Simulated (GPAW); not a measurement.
A run of GPAW 26.7.0 is set up as follows.

File run.py:

```python
from ase.dft.bandgap import bandgap
from ase.io import read, write
from ase.units import GPa
from gpaw import GPAW, PW

atoms = read('Ge.xyz')

calc = GPAW(mode=PW(600),
            xc='PBE',
            kpts={'size': (8, 8, 8), 'gamma': True},
            occupations={'name': 'methfessel-paxton', 'order': 0, 'width': 0.017},
            nbands=11,
            convergence={'density': 1e-05, 'energy': 1e-05},
            maxiter=150,
            txt='gpaw.txt')
atoms.calc = calc
energy = atoms.get_potential_energy()
forces = atoms.get_forces()
stress = atoms.get_stress()
calc.write('gs.gpw')
write('result.traj', atoms)
print(f'Energy: {energy:.6f} eV')
print('Forces (eV/A):')
print(forces.round(4))
print('Stress (GPa):', (stress / GPa).round(3))
print('Fermi level:', round(calc.get_fermi_level(), 4), 'eV')
print(f'Gap: {bandgap(calc)[0]:.4f} eV, direct: {bandgap(calc, direct=True)[0]:.4f} eV')
```

File Ge.xyz:

```xyz
2
Lattice="0.0000000000 2.8289100000 2.8289100000 2.8289100000 0.0000000000 2.8289100000 2.8289100000 2.8289100000 0.0000000000" Properties=species:S:1:pos:R:3 pbc="T T T"
Ge     4.2433650000      4.2433650000      4.2433650000
Ge     2.8289100000      2.8289100000      2.8289100000
```

Potentials or basis: GPAW PAW data sets (gpaw-data 1.2.1), pw.

Launch:

```sh
$ OMP_NUM_THREADS=1 python run.py
```

Estimate the pressure.

3.8 GPa.

Estimate the band gap on the k mesh.

0.09 eV, direct.

**Experimental background.**

From “Electronic and optical properties of SixGe1-x-ySny alloys lattice-matched to Ge”, 2021, arxiv:2109.02782, for a bulk crystal of Ge at 293 K: band gap 0.666 eV (indirect).

Measured gap of Ge: 0.666 eV (indirect; 293 K; “Electronic and optical properties of SixGe1-x-ySny alloys lattice-matched to Ge”, 2021, arxiv:2109.02782). This calculation gives 0.09 eV (-0.58 eV). 3 values of this kind are on record (0.666 to 0.807 eV); this one was drawn at random among those near their median. Spin-orbit coupling on Ge is left out. The value is that of PBE on a finite k mesh, which can miss the band edges, without temperature or zero-point motion. Semilocal functionals fall short of measured gaps as a rule.
